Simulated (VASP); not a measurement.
## A VASP 6.6.1 single-point calculation on CsPbCl₃

INCAR

```
ISMEAR = -1
NSW = 0
IBRION = -1
IVDW = 12
LCHARG = .FALSE.
EDIFF = 1E-7
GGA = PE
SIGMA = 0.02
LWAVE = .FALSE.
NELM = 120
ENCUT = 520
LASPH = .TRUE.
PREC = Accurate
ISIF = 2
NBANDS = 30
LREAL = .FALSE.
```

KPOINTS

```
KPOINTS created by Atomic Simulation Environment
0
Gamma
4 4 4
0 0 0
```

POSCAR

```
Cs Pb Cl
 1.0000000000000000
     5.6767295249891125    0.0000000000000000    0.0000000000000000
     0.0000000000000000    5.6767295249891125    0.0000000000000000
     0.0000000000000000    0.0000000000000000    5.6767295249891125
 Cs  Pb  Cl
   1   1   3
Cartesian
 -0.0000000000000000  0.0000000000000000  0.0000000000000000
  2.8383647624945563  2.8383647624945563  2.8383647624945563
  2.8383647624945563  2.8383647624945563  0.0000000000000000
  0.0000000000000000  2.8383647624945563  2.8383647624945563
  2.8383647624945563  0.0000000000000000  2.8383647624945563
```

The recommended PBE PAW datasets give the neutral cell 44 valence electrons.

Command

```
mpirun -np 1 vasp_std
```

OSZICAR

```
N       E                     dE             d eps       ncg     rms          rms(c)
DAV:   1     0.416560457161E+03    0.41656E+03   -0.19064E+04   600   0.133E+03
DAV:   2     0.308133736946E+02   -0.38575E+03   -0.36914E+03   736   0.315E+02
DAV:   3    -0.165660470586E+02   -0.47379E+02   -0.46913E+02   760   0.117E+02
DAV:   4    -0.184005737389E+02   -0.18345E+01   -0.18285E+01   774   0.294E+01
DAV:   5    -0.184583483433E+02   -0.57775E-01   -0.57738E-01   794   0.446E+00    0.509E+00
DAV:   6    -0.175660989076E+02    0.89225E+00   -0.15523E+00   842   0.126E+01    0.332E+00
DAV:   7    -0.175209470890E+02    0.45152E-01   -0.60692E-01   896   0.432E+00    0.189E+00
DAV:   8    -0.175363481709E+02   -0.15401E-01   -0.80788E-02   800   0.222E+00    0.294E-01
DAV:   9    -0.175339093893E+02    0.24388E-02   -0.18325E-02   928   0.104E+00    0.134E-01
DAV:  10    -0.175344593853E+02   -0.55000E-03   -0.19783E-03   710   0.262E-01    0.529E-02
DAV:  11    -0.175345330946E+02   -0.73709E-04   -0.18584E-04   824   0.107E-01    0.108E-02
DAV:  12    -0.175345347788E+02   -0.16842E-05   -0.23691E-05   802   0.530E-02    0.370E-03
DAV:  13    -0.175345347941E+02   -0.15344E-07   -0.21781E-06   748   0.796E-03    0.221E-03
DAV:  14    -0.175345347964E+02   -0.22833E-08   -0.53903E-07   686   0.630E-03
   1 F= -.18499859E+02 E0= -.18499859E+02  d E =-.288288E-10
```

Standard output (part)

```
POSCAR found type information on POSCAR CsPbCl
 POSCAR found :  3 types and       5 ions
 LDA part: xc-table for (Slater+PW92), standard interpolation
 POSCAR, INCAR and KPOINTS ok, starting setup
 WAVECAR not read
 entering main loop
```

From OUTCAR

```
k-points           NKPTS =     10   k-points in BZ     NKDIM =     10   number of bands    NBANDS=     30

   NELECT =      44.0000    total number of electrons

   dimension x,y,z NGX =    42 NGY =   42 NGZ =   42
   dimension x,y,z NGXF=    84 NGYF=   84 NGZF=   84

  energy-cutoff  :      520.00
  volume of cell :      182.93
      direct lattice vectors                 reciprocal lattice vectors
     5.676729525  0.000000000  0.000000000     0.176157768  0.000000000  0.000000000
     0.000000000  5.676729525  0.000000000     0.000000000  0.176157768  0.000000000
     0.000000000  0.000000000  5.676729525     0.000000000  0.000000000  0.176157768

 k-points in reciprocal lattice and weights: KPOINTS created by Atomic Simulation Env
   0.00000000  0.00000000  0.00000000       0.016
   0.25000000  0.00000000  0.00000000       0.094
   0.50000000  0.00000000  0.00000000       0.047
   0.25000000  0.25000000  0.00000000       0.188
   0.50000000  0.25000000  0.00000000       0.188
   0.50000000  0.50000000  0.00000000       0.047
   0.25000000  0.25000000  0.25000000       0.125
   0.50000000  0.25000000  0.25000000       0.188
   ...

 E-fermi :   1.7257

 k-point     1 :       0.0000    0.0000    0.0000
  band No.  band energies     occupation
      1     -19.8498      2.00000
      2     -15.3149      2.00000
      3     -15.3149      2.00000
      4     -15.1224      2.00000
      5     -15.1224      2.00000
      6     -15.1224      2.00000
      7     -13.4822      2.00000
      8     -12.7207      2.00000
      9     -12.7207      2.00000
     10      -6.6423      2.00000
     11      -6.6423      2.00000
     12      -6.6423      2.00000
     13      -5.2051      2.00000
     14      -2.9756      2.00000
     15      -2.9756      2.00000
     16      -2.9756      2.00000
     17      -1.0188      2.00000
     18      -1.0188      2.00000
     19      -1.0188      2.00000
     20      -0.9290      2.00000
     21      -0.9290      2.00000
     22      -0.9290      2.00000
     23       4.8566      0.00000
     24       5.8755      0.00000
     25       5.8755      0.00000
     26       6.7756      0.00000
     27       6.7756      0.00000
     28       6.7756      0.00000
     29       7.4411      0.00000
     30       7.4411      0.00000

 k-point     2 :       0.2500    0.0000    0.0000
  band No.  band energies     occupation
      1     -19.8489      2.00000
      2     -15.3148      2.00000
      3     -15.2732      2.00000
      4     -15.1230      2.00000
      5     -15.1230      2.00000
      6     -15.1223      2.00000
      7     -13.4129      2.00000
      8     -12.8624      2.00000
      9     -12.7198      2.00000
     10      -6.6376      2.00000
     11      -6.6338      2.00000
     12      -6.6338      2.00000
     13      -5.7255      2.00000
     14      -2.9390      2.00000
     15      -2.9390      2.00000
     16      -2.0172      2.00000
     17      -1.0720      2.00000
     18      -1.0663      2.00000
     19      -1.0663      2.00000
     20      -0.9778      2.00000
     21      -0.9778      2.00000
     22      -0.8605      2.00000
     23       5.3118      0.00000
     24       6.0481      0.00000
     25       6.2575      0.00000
     26       6.3415      0.00000
     27       6.7790      0.00000
     28       6.7790      0.00000
     29       6.9691      0.00000
     30       7.6994      0.00000

 ...

  Total      -0.08650    -0.08650    -0.08650    -0.00000    -0.00000    -0.00000
  in kB      -0.75756    -0.75756    -0.75756    -0.00000    -0.00000    -0.00000
  external pressure =       -0.76 kB  Pullay stress =        0.00 kB

 POSITION                                       TOTAL-FORCE (eV/Angst)
 -----------------------------------------------------------------------------------
      0.00000      0.00000      0.00000         0.000000      0.000000      0.000000
      2.83836      2.83836      2.83836         0.000000      0.000000      0.000000
      2.83836      2.83836      0.00000         0.000000      0.000000      0.000000
      0.00000      2.83836      2.83836         0.000000      0.000000      0.000000
      2.83836      0.00000      2.83836         0.000000      0.000000      0.000000
 -----------------------------------------------------------------------------------
    total drift:                                0.000000     -0.000000     -0.000000

  FREE ENERGIE OF THE ION-ELECTRON SYSTEM (eV)
  ---------------------------------------------------
  free  energy   TOTEN  =       -18.4998590972 eV

  energy  without entropy=      -18.4998590971  energy(sigma->0) =      -18.49985910
```

It converged. Results: gap between bands v and c on the k mesh 2.10 eV; least direct gap on the k mesh 2.10 eV; pressure -0.1 GPa. Band v is the last that the valence electrons fill when counted band by band, and c is the next.

For comparison, a separate PBE run of the intended cell, on usual settings and not on those above, gives a gap of 2.10 eV on its mesh and a pressure of 0.7 GPa.

The run above took about 55 s on one core of a shared host (Intel Xeon Platinum 8488C) and held 0.28 GiB at most.
